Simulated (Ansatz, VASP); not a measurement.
Two plane-wave programs on BeS

The input POSCAR:

```
BeS
1.0
    0.0000000000      2.3172971951      2.3172971951
    2.3172971951      0.0000000000      2.3172971951
    2.3172971951      2.3172971951      0.0000000000
Be S
1 1
Direct
    0.0000000000      0.0000000000      0.0000000000
    0.5000000000      0.5000000000      0.5000000000
```

The input INCAR.step1:

```
SYSTEM = BeS
PREC = Accurate
ENCUT = 520
ISMEAR = 0
SIGMA = 0.5
LREAL = .FALSE.
LASPH = .TRUE.
NELM = 60
NBANDS = 11
GGA = PE
ALGO = Normal
EDIFF = 1E-4
LWAVE = .TRUE.
LCHARG = .FALSE.
```

The input INCAR.step2:

```
SYSTEM = BeS
PREC = Accurate
ENCUT = 520
EDIFF = 1E-6
ISMEAR = 0
SIGMA = 0.5
LREAL = .FALSE.
LASPH = .TRUE.
NELM = 60
ALGO = Normal
ISIF = 2
LWAVE = .FALSE.
LCHARG = .FALSE.
METAGGA = R2SCAN
LMIXTAU = .TRUE.
NBANDS = 11
ISTART = 1
```

KPOINTS

```
Automatic mesh
0
G
  6 6 6
  0 0 0
```

Input for Ansatz:

```yaml
crystal:
  lattice:
    - [0.0, 2.3172971951, 2.3172971951]
    - [2.3172971951, 0.0, 2.3172971951]
    - [2.3172971951, 2.3172971951, 0.0]
  atoms:
    - { symbol: Be, position: [0.0, 0.0, 0.0] }
    - { symbol: S, position: [0.5, 0.5, 0.5] }
kpoints:
  mp_grid: { grid: [6, 6, 6] }
hamiltonian:
  xc: r2scan
scf:
  occupations: { method: gaussian, width: 0.5 }
  n_extra_bands: 4
output:
  forces: true
  stress: true
  eigenvalues: true
```

Alike in both runs: task single point; functional r2SCAN; k mesh 6 × 6 × 6; occupations gaussian, width 0.5 eV; no spin polarisation.

```csv
,VASP,Ansatz
version,VASP 6.6.1,Ansatz 0.2.0
potentials or method,"VASP PAW PBE potentials, release 64 (Be, S)",plane waves
plane-wave cutoff (eV),520,500
valence electrons in the cell,8,8
```

```tsv
	VASP	Ansatz	Ansatz less VASP
pressure (GPa)	0.1	0.2	+0.12
```

Caveats: the PAW data sets were made with another functional, which shifts forces and pressure a little (VASP). r2SCAN opens gaps a little over a GGA but as a rule still falls short of measured ones. A k mesh can miss the band edges.
